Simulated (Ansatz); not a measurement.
## Band table of As

```
As
1.0
     1.82500   -5.50000    0.00000
     1.82500    5.50000    0.00000
     0.00000    0.00000    4.47000
As
4
Direct
  0.11000 0.89000 0.94000
  0.61000 0.39000 0.56000
  0.89000 0.11000 0.06000
  0.39000 0.61000 0.44000
```

Atom numbers follow the list: As1, As2, As3, As4.

The cell is COD entry 9013006, as deposited and not checked against the literature; nothing was relaxed.

All numbers below come from Ansatz 0.2.0, DFT, PBE, all-electron LAPW, scalar-relativistic.

Sampling and basis: a Γ-centred 10×10×8 k mesh, Fermi–Dirac smearing of 0.05 eV, basis error target 1 meV/atom, no spin polarisation.

Path points, in fractions of the reciprocal vectors: Γ (0.000, 0.000, 0.000), Y (-0.500, 0.500, 0.000), C0 (-0.278, 0.722, 0.000), Σ0 (0.278, 0.278, 0.000), Z (0.000, 0.000, 0.500), A0 (0.278, 0.278, 0.500), E0 (-0.278, 0.722, 0.500), T (-0.500, 0.500, 0.500). Levels in eV from the Fermi level; bands 37 to 54, counted from the lowest band of the run. The gap is zero.

```
# k(1/Å) point b37 b38 b39 b40 b41 b42 b43 b44 b45 b46 b47 b48 b49 b50 b51 b52 b53 b54
0.000 Γ -14.81 -12.04 -9.42 -6.08 -6.07 -4.34 -3.05 -2.27 -1.89 -1.10 1.94 2.03 2.50 3.36 4.80 5.34 7.05 7.19
0.071 - -14.80 -12.07 -9.42 -6.09 -6.04 -4.32 -3.07 -2.30 -1.87 -1.05 1.94 2.00 2.52 3.34 4.83 5.35 6.80 7.21
0.143 - -14.77 -12.15 -9.40 -6.16 -5.92 -4.24 -3.12 -2.39 -1.79 -0.93 1.88 1.93 2.57 3.29 4.91 5.40 6.37 7.26
0.214 - -14.72 -12.28 -9.38 -6.25 -5.73 -4.13 -3.19 -2.50 -1.68 -0.75 1.72 1.86 2.61 3.22 5.03 5.43 6.06 7.33
0.286 - -14.66 -12.42 -9.35 -6.35 -5.51 -4.04 -3.26 -2.55 -1.57 -0.52 1.40 1.81 2.62 3.15 5.17 5.39 5.99 7.29
0.357 - -14.59 -12.57 -9.32 -6.45 -5.27 -4.02 -3.32 -2.47 -1.46 -0.30 0.92 1.80 2.59 3.09 5.24 5.30 6.16 7.25
0.428 - -14.53 -12.70 -9.29 -6.53 -5.02 -4.11 -3.37 -2.23 -1.37 -0.10 0.38 1.83 2.53 3.04 5.03 5.40 6.50 7.35
0.500 - -14.48 -12.79 -9.27 -6.59 -4.77 -4.29 -3.40 -1.90 -1.31 -0.12 0.03 1.91 2.45 3.01 4.87 5.47 6.91 7.49
0.571 Y -14.46 -12.83 -9.27 -6.61 -4.57 -4.47 -3.41 -1.72 -1.29 -0.37 0.08 1.96 2.40 2.99 4.80 5.50 7.18 7.50
0.667 - -14.43 -12.79 -9.31 -6.64 -4.54 -4.45 -3.51 -1.70 -1.46 -0.34 0.06 2.14 2.58 2.78 4.78 5.34 7.22 7.25
0.763 - -14.34 -12.70 -9.46 -6.74 -4.44 -4.37 -3.76 -1.85 -1.64 -0.25 -0.07 2.26 2.68 2.91 4.72 4.91 6.65 6.92
0.858 - -14.19 -12.54 -9.71 -6.93 -4.28 -4.24 -4.01 -2.26 -1.56 -0.34 -0.12 1.62 2.96 3.45 4.34 4.75 6.00 7.01
0.954 - -13.99 -12.31 -10.05 -7.23 -4.19 -4.06 -4.06 -2.57 -1.49 -0.71 0.07 1.02 2.60 3.71 4.03 4.84 5.71 7.12
1.050 - -13.72 -12.03 -10.48 -7.62 -4.26 -3.86 -3.79 -2.75 -1.49 -1.16 0.28 0.56 2.06 3.11 3.77 4.87 6.41 7.19
1.146 - -13.41 -11.68 -10.96 -8.09 -4.24 -3.64 -3.47 -2.82 -1.62 -1.61 0.36 0.50 1.50 2.59 3.13 4.79 7.23 7.74
1.241 - -13.04 -11.47 -11.28 -8.60 -4.17 -3.47 -3.11 -2.81 -2.02 -1.85 0.43 0.63 1.02 2.28 2.48 4.60 7.54 7.78
1.337 C0 -12.63 -11.98 -10.81 -9.13 -4.13 -3.43 -2.79 -2.74 -2.30 -1.98 0.59 0.68 0.69 1.87 2.28 4.34 7.34 7.88
1.412 - -12.54 -12.09 -10.66 -9.28 -4.11 -3.48 -2.78 -2.64 -2.33 -2.03 0.45 0.67 0.94 1.68 2.34 4.20 7.33 7.80
1.488 - -12.47 -12.19 -10.46 -9.48 -4.04 -3.58 -2.75 -2.55 -2.35 -2.17 0.45 0.73 1.13 1.43 2.49 3.95 7.45 7.64
1.563 - -12.41 -12.27 -10.22 -9.71 -3.94 -3.69 -2.67 -2.49 -2.37 -2.34 0.59 0.86 1.13 1.13 2.80 3.60 7.59 7.60
1.638 - -12.34 -12.34 -9.97 -9.97 -3.81 -3.81 -2.56 -2.56 -2.39 -2.39 0.83 0.83 1.02 1.02 3.20 3.20 7.62 7.62
1.713 - -12.41 -12.27 -10.22 -9.71 -3.94 -3.69 -2.67 -2.49 -2.37 -2.34 0.59 0.86 1.13 1.13 2.80 3.60 7.59 7.60
1.789 - -12.47 -12.19 -10.46 -9.48 -4.04 -3.58 -2.75 -2.55 -2.35 -2.17 0.45 0.73 1.13 1.43 2.49 3.95 7.45 7.64
1.864 - -12.54 -12.09 -10.66 -9.28 -4.11 -3.48 -2.78 -2.64 -2.33 -2.03 0.45 0.67 0.94 1.68 2.34 4.20 7.33 7.80
1.939 Σ0 -12.63 -11.98 -10.81 -9.13 -4.13 -3.43 -2.79 -2.74 -2.30 -1.98 0.59 0.68 0.69 1.87 2.28 4.34 7.34 7.88
2.058 - -12.59 -12.08 -10.17 -9.76 -4.28 -3.63 -2.86 -2.34 -2.32 -1.87 0.46 0.56 1.13 1.22 2.65 3.93 6.99 8.37
2.178 - -13.15 -11.49 -10.33 -9.46 -4.62 -3.91 -3.07 -2.12 -2.09 -1.61 0.55 0.78 0.79 1.70 3.20 3.50 6.88 8.22
2.297 - -13.64 -10.91 -10.84 -8.70 -5.01 -4.11 -3.37 -2.08 -1.90 -1.36 0.67 1.01 1.30 2.36 3.11 3.81 7.00 7.99
2.417 - -14.06 -11.27 -10.38 -7.93 -5.38 -4.15 -3.69 -2.16 -1.87 -1.18 0.98 1.73 1.94 2.81 3.07 4.32 6.71 7.71
2.536 - -14.38 -11.60 -9.95 -7.20 -5.68 -3.98 -3.96 -2.20 -1.98 -1.08 1.62 2.23 2.53 3.04 3.57 4.49 5.67 7.51
2.656 - -14.62 -11.85 -9.65 -6.60 -5.90 -4.17 -3.64 -2.13 -2.13 -1.06 2.10 2.39 3.00 3.13 3.80 4.48 5.80 7.30
2.775 - -14.76 -11.99 -9.48 -6.21 -6.04 -4.30 -3.24 -2.23 -1.98 -1.08 1.98 2.36 2.72 3.07 4.49 4.99 6.64 7.13
2.894 Γ -14.81 -12.04 -9.42 -6.08 -6.07 -4.34 -3.05 -2.27 -1.89 -1.10 1.94 2.03 2.50 3.36 4.80 5.34 7.05 7.19
2.982 - -14.79 -12.05 -9.46 -6.27 -5.97 -4.25 -3.03 -2.16 -1.88 -1.22 1.98 2.12 2.45 3.27 4.67 5.29 7.00 7.18
3.070 - -14.72 -12.10 -9.56 -6.58 -5.86 -3.99 -2.97 -1.86 -1.85 -1.52 2.05 2.30 2.40 3.03 4.35 5.20 6.77 7.33
3.158 - -14.61 -12.20 -9.65 -6.97 -5.72 -3.61 -2.86 -1.91 -1.81 -1.44 2.03 2.10 2.71 2.78 3.92 5.18 6.52 7.59
3.246 - -14.45 -12.36 -9.70 -7.41 -5.54 -3.23 -2.72 -2.26 -1.78 -0.97 1.63 2.09 2.39 3.21 3.46 5.26 6.39 7.96
3.334 - -14.25 -12.59 -9.66 -7.85 -5.31 -3.21 -2.55 -2.21 -1.76 -0.49 1.15 1.97 2.13 3.01 3.68 5.36 6.43 8.16
3.422 - -14.02 -12.86 -9.52 -8.28 -5.03 -3.55 -2.37 -1.79 -1.75 -0.06 0.67 1.73 1.97 2.61 4.16 5.37 6.68 8.47
3.509 - -13.75 -13.16 -9.30 -8.67 -4.71 -3.96 -2.18 -1.87 -1.20 -0.11 0.62 1.40 1.94 2.28 4.61 5.25 7.14 8.58
3.597 Z -13.46 -13.46 -9.02 -9.02 -4.35 -4.35 -2.00 -2.00 -0.63 -0.63 1.01 1.01 2.05 2.05 4.99 4.99 7.80 7.80
3.717 - -13.42 -13.42 -9.01 -9.01 -4.32 -4.32 -2.56 -2.56 -0.57 -0.57 1.10 1.10 2.47 2.47 4.95 4.95 7.95 7.95
3.836 - -13.29 -13.29 -8.99 -8.99 -4.24 -4.24 -3.45 -3.45 -1.11 -1.11 1.80 1.80 3.27 3.27 4.83 4.83 8.28 8.28
3.956 - -13.09 -13.09 -9.00 -9.00 -4.41 -4.41 -3.97 -3.97 -1.87 -1.87 2.60 2.60 4.23 4.23 4.59 4.59 8.01 8.01
4.075 - -12.81 -12.81 -9.10 -9.10 -4.95 -4.95 -3.94 -3.94 -2.52 -2.52 3.27 3.27 4.20 4.20 5.24 5.24 7.30 7.30
4.194 - -12.49 -12.49 -9.31 -9.31 -5.26 -5.26 -4.13 -4.13 -2.76 -2.76 3.67 3.67 3.88 3.88 6.02 6.02 6.57 6.57
4.314 - -12.18 -12.18 -9.61 -9.61 -5.38 -5.38 -4.44 -4.44 -2.59 -2.59 3.19 3.19 4.31 4.31 5.88 5.88 6.48 6.48
4.433 - -11.98 -11.98 -9.84 -9.84 -5.58 -5.58 -4.41 -4.41 -2.27 -2.27 2.69 2.69 4.57 4.57 5.37 5.37 6.55 6.55
4.553 A0 -12.00 -12.00 -9.88 -9.88 -5.81 -5.81 -4.01 -4.01 -1.94 -1.94 2.25 2.25 4.48 4.48 5.11 5.11 6.46 6.46
4.628 - -11.98 -11.98 -9.89 -9.89 -5.76 -5.76 -4.15 -4.15 -1.97 -1.97 2.25 2.25 4.53 4.53 5.29 5.29 6.50 6.50
4.703 - -11.97 -11.97 -9.88 -9.88 -5.66 -5.66 -4.37 -4.37 -1.93 -1.93 2.14 2.14 4.57 4.57 5.70 5.70 6.54 6.54
4.778 - -11.97 -11.97 -9.88 -9.88 -5.54 -5.54 -4.57 -4.57 -1.89 -1.89 2.03 2.03 4.59 4.59 6.17 6.17 6.60 6.60
4.854 - -11.96 -11.96 -9.87 -9.87 -5.48 -5.48 -4.66 -4.66 -1.87 -1.87 1.98 1.98 4.59 4.59 6.35 6.35 6.68 6.68
4.929 - -11.97 -11.97 -9.88 -9.88 -5.54 -5.54 -4.57 -4.57 -1.89 -1.89 2.03 2.03 4.59 4.59 6.17 6.17 6.60 6.60
5.004 - -11.97 -11.97 -9.88 -9.88 -5.66 -5.66 -4.37 -4.37 -1.93 -1.93 2.14 2.14 4.57 4.57 5.70 5.70 6.54 6.54
5.079 - -11.98 -11.98 -9.89 -9.89 -5.76 -5.76 -4.15 -4.15 -1.97 -1.97 2.25 2.25 4.53 4.53 5.29 5.29 6.50 6.50
5.155 E0 -12.00 -12.00 -9.88 -9.88 -5.81 -5.81 -4.01 -4.01 -1.94 -1.94 2.25 2.25 4.48 4.48 5.11 5.11 6.46 6.46
5.250 - -12.17 -12.17 -9.79 -9.79 -5.87 -5.87 -3.54 -3.54 -1.70 -1.70 1.95 1.95 4.25 4.25 4.99 4.99 6.26 6.26
5.346 - -12.41 -12.41 -9.70 -9.70 -5.74 -5.74 -3.03 -3.03 -1.51 -1.51 1.70 1.70 3.96 3.96 4.95 4.95 5.90 5.90
5.442 - -12.65 -12.65 -9.65 -9.65 -5.40 -5.40 -2.53 -2.53 -1.31 -1.31 1.49 1.49 3.57 3.57 4.94 4.94 5.54 5.54
5.538 - -12.87 -12.87 -9.67 -9.67 -4.87 -4.87 -2.15 -2.15 -1.03 -1.03 1.30 1.30 3.05 3.05 4.52 4.52 5.71 5.71
5.633 - -13.05 -13.05 -9.71 -9.71 -4.20 -4.20 -1.97 -1.97 -0.67 -0.67 1.17 1.17 2.44 2.44 3.95 3.95 6.24 6.24
5.729 - -13.19 -13.19 -9.76 -9.76 -3.43 -3.43 -1.91 -1.91 -0.47 -0.47 1.18 1.18 1.89 1.89 3.39 3.39 6.92 6.92
5.825 - -13.27 -13.27 -9.79 -9.79 -2.64 -2.64 -1.90 -1.90 -0.76 -0.76 1.47 1.47 1.56 1.56 2.87 2.87 7.53 7.53
5.921 T -13.30 -13.30 -9.81 -9.81 -2.12 -2.12 -1.93 -1.93 -1.12 -1.12 1.46 1.46 1.74 1.74 2.57 2.57 7.65 7.65
```
